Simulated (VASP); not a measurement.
# CuO (P1) in VASP: reference runs

How does CuO come out in PBE? The cell is run as given and disturbed, then over a range of volumes.

Program: VASP 6.6.1. These are calculated values, not measurements. Logs are shortened: lines on timing, memory, paths and dates and some standing lists are left out, and cuts for length are marked.

## 1. The structure

The typed cell holds 4 atoms: a = 2.988 Å, b = 2.816 Å, c = 5.493 Å, α = 74.89°, β = 74.25°, γ = 66.24°.

The cell comes from a database or a generator and needn't be the stable form of this composition.

## 2. Single point, PBE

File INCAR:

```
ALGO = Normal ; EDIFF = 1E-7
ENCUT = 520 ; GGA = PE
ISIF = 2 ; ISMEAR = -1
LASPH = T ; LCHARG = F
LREAL = F ; LWAVE = F
NBANDS = 25 ; NELM = 100
PREC = Accurate ; SIGMA = 0.05
```

File KPOINTS:

```
k-points
0
Gamma
  10 10 5
```

File POSCAR:

```
CuO
1.0
    0.1896038200     -2.1722883700     -2.0431441000
   -2.0197235200      0.1062952100     -1.9598354900
    2.3832003700      2.2858393900     -4.3894430400
Cu O
2 2
Direct
    0.4562322400      0.5306856300      0.4854117400
    0.9742842800      0.9858673900      0.0243612000
    0.8016626700      0.7447211200      0.7392802400
    0.2678208100      0.2387258700      0.2509468100
```

Potentials or basis: VASP PAW PBE potentials, release 64 (Cu, O).

Started as:

```sh
$ cat potpaw_PBE.64/Cu/POTCAR potpaw_PBE.64/O/POTCAR > POTCAR
$ mpirun -np 1 vasp_std > vasp.out
```

OUTCAR:

```text
EDIFF = 1E-7
   ENCUT = 520
   GGA = PE
   ISIF = 2
   ISMEAR = -1
   LASPH = T
   LREAL = F
   NELM = 100
   PREC = Accurate

 ion  position               nearest neighbor table
   1  0.456  0.531  0.485-   4 1.99   4 2.03   3 2.04   3 2.26   3 2.29   4 2.34
   2  0.974  0.986  0.024-   4 2.08   4 2.09   3 2.11   4 2.12   3 2.26
   3  0.802  0.745  0.739-   1 2.04   2 2.11   2 2.26   1 2.26   1 2.29
   4  0.268  0.239  0.251-   1 1.99   1 2.03   2 2.08   2 2.09   2 2.12   1 2.34

  Warning from LATTYP: Got some problem with cell dimensions!
  Tried to take original basis but could not verify dimensions!
  LATTYP: Found a triclinic cell.
 ALAT       =     3.1749032664
 B/A-ratio  =     2.7251577931
 C/A-ratio  =     2.2383871059
 COS(alpha) =     0.0043496800
 COS(beta)  =     0.6735101966
 COS(gamma) =     0.7129624062

  Lattice vectors:

 A1 = (   2.2093273400,  -2.2785835800,  -0.0833086100)
 A2 = (   8.6319747500,  -0.2053346100,  -0.5530806700)
 A3 = (   0.0157307900,  -6.7367113400,   2.2629903300)

Analysis of symmetry for initial positions (statically):
=====================================================================
 Subroutine PRICEL returns:
 Original cell was already a primitive cell.

 Routine SETGRP: Setting up the symmetry group for a
 triclinic supercell.

 Subroutine GETGRP returns: Found  1 space group operations
 (whereof  1 operations were pure point group operations)
 out of a pool of  2 trial point group operations.

The static configuration has the point symmetry C_1 .

Analysis of symmetry for dynamics (positions and initial velocities):
=====================================================================
 Subroutine PRICEL returns:
 Original cell was already a primitive cell.

 Routine SETGRP: Setting up the symmetry group for a
 triclinic supercell.

 Subroutine GETGRP returns: Found  1 space group operations
 (whereof  1 operations were pure point group operations)
 out of a pool of  2 trial point group operations.

The dynamic configuration has the point symmetry C_1 .

 Subroutine INISYM returns: Found  1 space group operations
 (whereof  1 operations are pure point group operations),
 and found     1 'primitive' translations

----------------------------------------------------------------------------------------

                                     Primitive cell
[... 88 lines left out ...]
   ICHARG =      2    charge: 1-file 2-atom 10-const
   ISPIN  =      1    spin polarized calculation?
   LNONCOLLINEAR =      F non collinear calculations
   LSORBIT =      F    spin-orbit coupling
   LASPH  =      T    aspherical Exc in radial PAW
   ENCUT  =  520.0 eV  38.22 Ry    6.18 a.u.   5.56  5.24 10.21*2*pi/ulx,y,z
   NELM   =    100;   NELMIN=  2; NELMDL= -5     # of ELM steps
   EDIFF  = 0.1E-06   stopping-criterion for ELM
   LREAL  =      F    real-space projection
   EDIFFG = 0.1E-05   stopping-criterion for IOM
   NSW    =      0    number of steps for IOM
   IBRION =     -1    ionic relax: 0-MD 1-quasi-New 2-CG
   NFREE  =      0    steps in history (QN), initial steepest desc. (CG)
   ISIF   =      2    stress and relaxation
   ISYM   =      2    0-nonsym 1-usesym 2-fastsym
   POTIM  = 0.5000    time-step for ionic-motion
   TEBEG  =    0.0;   TEEND  =   0.0 temperature during run
   PSTRESS=    0.0 pullay stress
   NELECT =      34.0000    total number of electrons
   NUPDOWN=      -1.0000    fix difference up-down
   EMIN   =  10.00;   EMAX   =-10.00  energy-range for DOS
   EFERMI =   0.00;   METHOD = LEGACY
   ISMEAR =    -1;   SIGMA  =   0.05  broadening in eV -4-tet -1-fermi 0-gaus
   EFERMI_NEDOS =   21; number of points for ismear=-14 and -15
   IALGO  =     38    algorithm
   IMIX   =      4    mixing-type and parameters
     AMIX     =   0.40;   BMIX     =  1.00
     AMIX_MAG =   1.60;   BMIX_MAG =  1.00
  volume/ion in A,a.u.               =      10.03        67.68
  Fermi-wavevector in a.u.,A,eV,Ry     =   1.549280  2.927715 32.657640  2.400269
  Thomas-Fermi vector in A             =   2.654110
   LORBIT       =      0    0 simple, 1 ext, 2 COOP (PROOUT), +10 PAW based schemes
   GGA     = PE    functional components
   LHFCALC =     F    Hartree Fock is set to
   AEXX    =    0.0000 exact exchange contribution
   IVDW    =     0    specifies the selected vdW correction
   LEPSILON=     F    determine dielectric tensor
   LRPA    =     F    only Hartree local field effects (RPA)
 non-spin polarized calculation
  energy-cutoff  :      520.00
  volume of cell :       40.12
 maximum number of plane-waves:      1099
 NGX is ok and might be reduce to    24
   NGX = 11   NGY = 11   NGZ = 21

 number of electron      34.0000006 magnetization

 Free energy of the ion-electron system (eV)
  ---------------------------------------------------
  ext. energy  EPLUGINS =         0.00000000
  ---------------------------------------------------
  free energy    TOTEN  =       -18.61557158 eV

  energy without entropy =      -18.58544481  energy(sigma->0) =      -18.60050819

 E-fermi :   5.4132     XC(G=0): -12.0886

 val. band max:        5.4119227227   @ k =  -0.3000   0.2000   0.4000
 cond. band min:       5.4138564791   @ k =  -0.1000   0.2000  -0.0000
 fundamental gap:      0.0019337564
 Fermi energy:         5.4131682643

 k-point     1 :       0.0000    0.0000    0.0000
  band No.  band energies     occupation
      1     -13.9189      2.00000
      2     -12.4252      2.00000
      3      -1.7774      2.00000
      4       0.6920      2.00000
      5       1.1122      2.00000
      6       2.2557      2.00000
[... 661 lines left out ...]
     24      17.5350      0.00000
     25      18.8291      0.00000

 [... further k-points ...]
[... 5 lines left out ...]
  --------------------------------------------------------------------------------------
  -------------------------------------------------------------------------------------
  Total       -0.9680970     -0.6904131     -0.8237622      0.3136833      0.4571662      1.9442111
  in kB      -38.6648072    -27.5743959    -32.9002253     12.5281933     18.2587530     77.6498117
  external PRESSURE =     -33.0464761 kB  Pullay stress =       0.0000000 kB

 VOLUME and BASIS-vectors are now :
 -----------------------------------------------------------------------------
  energy-cutoff  :      520.00
  volume of cell :       40.12
      direct lattice vectors                 reciprocal lattice vectors
     0.189603820 -2.172288370 -2.043144100     0.100043116 -0.337428150 -0.121401226
    -2.019723520  0.106295210 -1.959835490    -0.354112254  0.100633265 -0.139855778
     2.383200370  2.285839390 -4.389443040     0.111540179  0.112130328 -0.108866997

 POSITION                                       TOTAL-FORCE (eV/Angst)
 -----------------------------------------------------------------------------------
      0.17150      0.17491     -4.10289         1.119958      0.008521     -1.265967
     -1.74839     -1.95595     -4.02967        -0.781744     -1.034916      0.591290
      0.40972      0.02759     -6.34247         0.064450      0.596747      0.045052
      0.16668      0.01722     -2.11658        -0.402663      0.429649      0.629625
 -----------------------------------------------------------------------------------
    total drift:                               -0.000330      0.000885     -0.000707

  FREE ENERGIE OF THE ION-ELECTRON SYSTEM (eV)
  ---------------------------------------------------
  free  energy   TOTEN  =       -18.6155715818 eV

  energy  without entropy=      -18.5854448054  energy(sigma->0) =      -18.60050819
```

OSZICAR:

```text
N       E                     dE             d eps       ncg     rms          rms(c)
DAV:   1     0.296981867234E+03    0.29698E+03   -0.16208E+04 13264   0.218E+03
DAV:   2     0.118663810056E+02   -0.28512E+03   -0.26454E+03 12883   0.401E+02
DAV:   3    -0.232029123330E+02   -0.35069E+02   -0.32999E+02 15115   0.154E+02
DAV:   4    -0.244610332636E+02   -0.12581E+01   -0.12463E+01 15609   0.317E+01
DAV:   5    -0.244818446188E+02   -0.20811E-01   -0.20800E-01 16072   0.363E+00    0.162E+01
DAV:   6    -0.225409507838E+02    0.19409E+01   -0.34518E+01 17760   0.142E+02    0.153E+01
DAV:   7    -0.191010658319E+02    0.34399E+01   -0.16455E+01 16582   0.111E+02    0.572E+00
DAV:   8    -0.187384627683E+02    0.36260E+00   -0.17891E+00 19512   0.151E+01    0.293E+00
DAV:   9    -0.187196766026E+02    0.18786E-01   -0.26637E-01 19647   0.188E+01    0.287E+00
DAV:  10    -0.186306588223E+02    0.89018E-01   -0.13671E-01 22063   0.151E+01    0.115E+00
DAV:  11    -0.186227333472E+02    0.79255E-02   -0.81237E-02 17891   0.729E+00    0.666E-01
DAV:  12    -0.186173365126E+02    0.53968E-02   -0.27187E-02 19758   0.511E+00    0.356E-01
DAV:  13    -0.186155270132E+02    0.18095E-02   -0.53234E-03 20378   0.178E+00    0.680E-02
DAV:  14    -0.186155931264E+02   -0.66113E-04   -0.70312E-04 19611   0.358E-01    0.445E-02
DAV:  15    -0.186155790917E+02    0.14035E-04   -0.54243E-05 16872   0.857E-02    0.282E-02
DAV:  16    -0.186155718174E+02    0.72743E-05   -0.11950E-05 20789   0.535E-02    0.881E-03
DAV:  17    -0.186155715339E+02    0.28351E-06   -0.49066E-06 20296   0.455E-02    0.763E-04
DAV:  18    -0.186155715818E+02   -0.47858E-07   -0.41106E-07 13237   0.622E-03
   1 F= -.18615572E+02 E0= -.18600508E+02  d E =-.301268E-01
```

It took 1.9 min on 1 thread of Intel Xeon 6975P-C (Granite Rapids), shared host; peak memory 0.32 GiB.

What came out:

```yaml
Free_energy: -18.6156 eV
Pressure: -3.3 GPa
Largest_force: 1.690 eV/Å
Band_gap_on_the_k_mesh: none (metal or under the smearing width)
```

Forces on the atoms (eV/Å):
```
Cu   1.120  0.009 -1.266
Cu  -0.782 -1.035  0.591
O    0.064  0.597  0.045
O   -0.403  0.430  0.630
```

Stress tensor (GPa, compression positive):
```
-3.87  1.25  7.76
 1.25 -2.76  1.83
 7.76  1.83 -3.29
```

Caveat: the run has no spin polarisation, though such a crystal can be magnetic; semilocal functionals often make such compounds metallic where correlation or magnetic order opens a gap, which also shifts bond lengths; forces of over 1 eV/Å show positions far from the minimum, so gaps and moduli don't describe the material at rest.

## 3. Single point, PBE

File INCAR:

```
SYSTEM = CuO
ALGO     = Normal         ! electronic algorithm
EDIFF    = 1E-7           ! SCF threshold, eV
ENCUT    = 520            ! plane-wave cutoff, eV
GGA      = PE             ! functional
ISIF     = 2              ! what is computed and relaxed
ISMEAR   = -1             ! smearing method
LASPH    = .True.         ! aspherical terms in the spheres
LCHARG   = .False.        ! write CHGCAR
LREAL    = .False.        ! projectors in reciprocal space
LWAVE    = .False.        ! write WAVECAR
NBANDS   = 25             ! bands
NELM     = 100            ! most SCF steps
PREC     = Accurate       ! precision mode
SIGMA    = 0.05           ! smearing width, eV
```

File KPOINTS:

```
k-points
0
Gamma
  10 10 5
  0 0 0
```

File POSCAR:

```
CuO
1.0
    0.1896038200     -2.1722883700     -2.0431441000
   -2.0197235200      0.1062952100     -1.9598354900
    2.3832003700      2.2858393900     -4.3894430400
Cu O
2 2
Direct
    0.4576730000      0.5306850000      0.4878990000
    0.9948410000      0.9774580000      0.0215080000
    0.8023400000      0.7437110000      0.7381310000
    0.2886510000      0.2380070000      0.2495480000
```

Potentials or basis: VASP PAW PBE potentials, release 64 (Cu, O).

Started as:

```sh
$ cat potpaw_PBE.64/Cu/POTCAR potpaw_PBE.64/O/POTCAR > POTCAR
$ mpirun -np 1 vasp_std > vasp.out
```

OUTCAR:

```text
SYSTEM = CuO
   EDIFF = 1E-7
   ENCUT = 520
   GGA = PE
   ISIF = 2
   ISMEAR = -1
   LASPH = .True.
   LREAL = .False.
   NELM = 100
   PREC = Accurate

 ion  position               nearest neighbor table
   1  0.458  0.531  0.488-   4 1.98   3 2.03   4 2.03   3 2.24   3 2.28
   2  0.995  0.977  0.022-   4 2.09   4 2.11   4 2.12   3 2.12   3 2.27
   3  0.802  0.744  0.738-   1 2.03   2 2.12   1 2.24   2 2.27   1 2.28
   4  0.289  0.238  0.250-   1 1.98   1 2.03   2 2.09   2 2.11   2 2.12

  Warning from LATTYP: Got some problem with cell dimensions!
  Tried to take original basis but could not verify dimensions!
  LATTYP: Found a triclinic cell.
 ALAT       =     3.1749032664
 B/A-ratio  =     2.7251577931
 C/A-ratio  =     2.2383871059
 COS(alpha) =     0.0043496800
 COS(beta)  =     0.6735101966
 COS(gamma) =     0.7129624062

  Lattice vectors:

 A1 = (   2.2093273400,  -2.2785835800,  -0.0833086100)
 A2 = (   8.6319747500,  -0.2053346100,  -0.5530806700)
 A3 = (   0.0157307900,  -6.7367113400,   2.2629903300)

Analysis of symmetry for initial positions (statically):
=====================================================================
 Subroutine PRICEL returns:
 Original cell was already a primitive cell.

[... 170 lines left out ...]
  free energy    TOTEN  =       -18.62950105 eV

  energy without entropy =      -18.59892237  energy(sigma->0) =      -18.61421171

 E-fermi :   5.4139     XC(G=0): -12.0899

 val. band max:        5.4067908313   @ k =   0.1000   0.5000  -0.0000
 cond. band min:       5.4188540839   @ k =  -0.4000   0.0000   0.4000
 fundamental gap:      0.0120632526
 Fermi energy:         5.4138771765

 k-point     1 :       0.0000    0.0000    0.0000
  band No.  band energies     occupation
      1     -13.8743      2.00000
      2     -12.4634      2.00000
      3      -1.7678      2.00000
      4       0.7502      2.00000
      5       1.1424      2.00000
      6       2.2552      2.00000
[... 661 lines left out ...]
     24      17.4966      0.00000
     25      18.8379      0.00000

 [... further k-points ...]
[... 5 lines left out ...]
  --------------------------------------------------------------------------------------
  -------------------------------------------------------------------------------------
  Total       -1.0044177     -0.6830036     -0.8419308      0.3529979      0.3671514      1.9267099
  in kB      -40.1154212    -27.2784685    -33.6258572     14.0983764     14.6636520     76.9508339
  external PRESSURE =     -33.6732490 kB  Pullay stress =       0.0000000 kB

 VOLUME and BASIS-vectors are now :
 -----------------------------------------------------------------------------
  energy-cutoff  :      520.00
  volume of cell :       40.12
      direct lattice vectors                 reciprocal lattice vectors
     0.189603820 -2.172288370 -2.043144100     0.100043116 -0.337428150 -0.121401226
    -2.019723520  0.106295210 -1.959835490    -0.354112254  0.100633265 -0.139855778
     2.383200370  2.285839390 -4.389443040     0.111540179  0.112130328 -0.108866997

 POSITION                                       TOTAL-FORCE (eV/Angst)
 -----------------------------------------------------------------------------------
      0.17770      0.17747     -4.11675         0.999180     -0.107965     -1.218477
     -1.73431     -2.00802     -4.04267        -0.742495     -0.907338      0.503361
      0.40915      0.02339     -6.33683         0.055807      0.738904      0.082859
      0.16874     -0.03131     -2.15159        -0.312493      0.276400      0.632257
 -----------------------------------------------------------------------------------
    total drift:                                0.000534      0.001434     -0.000496

  FREE ENERGIE OF THE ION-ELECTRON SYSTEM (eV)
  ---------------------------------------------------
  free  energy   TOTEN  =       -18.6295010544 eV

  energy  without entropy=      -18.5989223740  energy(sigma->0) =      -18.61421171
```

Wall time 1.9 min (1 thread of Intel Xeon 6975P-C (Granite Rapids), shared host); peak memory 0.32 GiB.

Results:

| Quantity | Value |
| --- | --- |
| Free energy | -18.6295 eV |
| Pressure | -3.4 GPa |
| Largest force | 1.579 eV/Å |
| Band gap on the k mesh | none (metal or under the smearing width) |

Forces in eV/Å, atoms in the order of the input:
```
Cu   0.999 -0.108 -1.218
Cu  -0.742 -0.907  0.503
O    0.056  0.739  0.083
O   -0.312  0.276  0.632
```

Levels at points of the mesh, in eV from the Fermi level:
```
           k point  band 14  band 15  band 16  band 17  band 18  band 19  band 20  band 21
(0.00, 0.00, 0.00)    -1.53    -1.08    -0.92     0.33     0.62     1.15     6.11     8.34
(0.50, 0.00, 0.00)    -1.38    -0.91    -0.65    -0.32    -0.12     6.61     6.92     8.36
(0.00, 0.50, 0.00)    -1.23    -0.90    -0.66    -0.27    -0.14     6.89     7.08     8.58
(0.50, 0.50, 0.00)    -1.54    -1.41    -1.12     0.48     0.80     5.17     5.60     9.95
```

Caveat: the run has no spin polarisation, though such a crystal can be magnetic; semilocal functionals often make such compounds metallic where correlation or magnetic order opens a gap, which also shifts bond lengths.

## 4. Equation of state, PBE, 9.43 Å³/atom

File INCAR:

```
PREC = Accurate ; ENCUT = 520
EDIFF = 1E-7 ; ISMEAR = -1
SIGMA = 0.05 ; LREAL = False
LASPH = True ; NELM = 80
ALGO = Normal ; ISIF = 2
LWAVE = False ; LCHARG = False
GGA = PE ; NBANDS = 25
```

File KPOINTS:

```
regular mesh
0
Gamma
  10 10 5
```

File POSCAR:

```
CuO
1.0
    0.1857332682     -2.1279435114     -2.0014355785
   -1.9784931036      0.1041253111     -1.9198276214
    2.3345499767      2.2391765132     -4.2998374270
Cu O
2 2
Direct
    0.4562322400      0.5306856300      0.4854117400
    0.9742842800      0.9858673900      0.0243612000
    0.8016626700      0.7447211200      0.7392802400
    0.2678208100      0.2387258700      0.2509468100
```

Started as:

```sh
$ cat potpaw_PBE.64/Cu/POTCAR potpaw_PBE.64/O/POTCAR > POTCAR
$ mpirun -np 1 vasp_std > vasp.out
```

Wall time 1.8 min (1 thread of Intel Xeon 6975P-C (Granite Rapids), shared host); peak memory 0.31 GiB.

Results (log left out):

```yaml
Free_energy: -18.5843 eV
Pressure: 7.6 GPa
Largest_force: 2.089 eV/Å
Band_gap_on_the_k_mesh: none (metal or under the smearing width)
```

Caveat: the run has no spin polarisation, though such a crystal can be magnetic; semilocal functionals often make such compounds metallic where correlation or magnetic order opens a gap, which also shifts bond lengths; forces of over 1 eV/Å show positions far from the minimum, so gaps and moduli don't describe the material at rest.

## 5. Equation of state, PBE, 9.63 Å³/atom

File INCAR:

```
PREC = Accurate
ENCUT = 520
EDIFF = 1E-7
ISMEAR = -1
SIGMA = 0.05
LREAL = False
LASPH = True
NELM = 80
ALGO = Normal
ISIF = 2
LWAVE = False
LCHARG = False
GGA = PE
NBANDS = 25
```

File KPOINTS:

```
Automatic mesh
0
Gamma
  10 10 5
```

File POSCAR:

```
CuO
1.0
    0.1870412921     -2.1429295228     -2.0155306596
   -1.9924266127      0.1048586121     -1.9333479797
    2.3509910112      2.2549458814     -4.3301189699
Cu O
2 2
Direct
    0.4562322400      0.5306856300      0.4854117400
    0.9742842800      0.9858673900      0.0243612000
    0.8016626700      0.7447211200      0.7392802400
    0.2678208100      0.2387258700      0.2509468100
```

Started as:

```sh
$ cat potpaw_PBE.64/Cu/POTCAR potpaw_PBE.64/O/POTCAR > POTCAR
$ mpirun -np 1 vasp_std > vasp.out
```

Run time: 1.8 min. Hardware: 1 thread of Intel Xeon 6975P-C (Granite Rapids), shared host; peak memory 0.31 GiB.

The run converged. Its results:

| Property | Result |
| --- | --- |
| Free energy | -18.6133 eV |
| Pressure | 3.5 GPa |
| Largest force | 1.946 eV/Å |
| Band gap on the k mesh | none (metal or under the smearing width) |

Caveat: the run has no spin polarisation, though such a crystal can be magnetic; semilocal functionals often make such compounds metallic where correlation or magnetic order opens a gap, which also shifts bond lengths; forces of over 1 eV/Å show positions far from the minimum, so gaps and moduli don't describe the material at rest.

(Continued in part 2 of 2.)
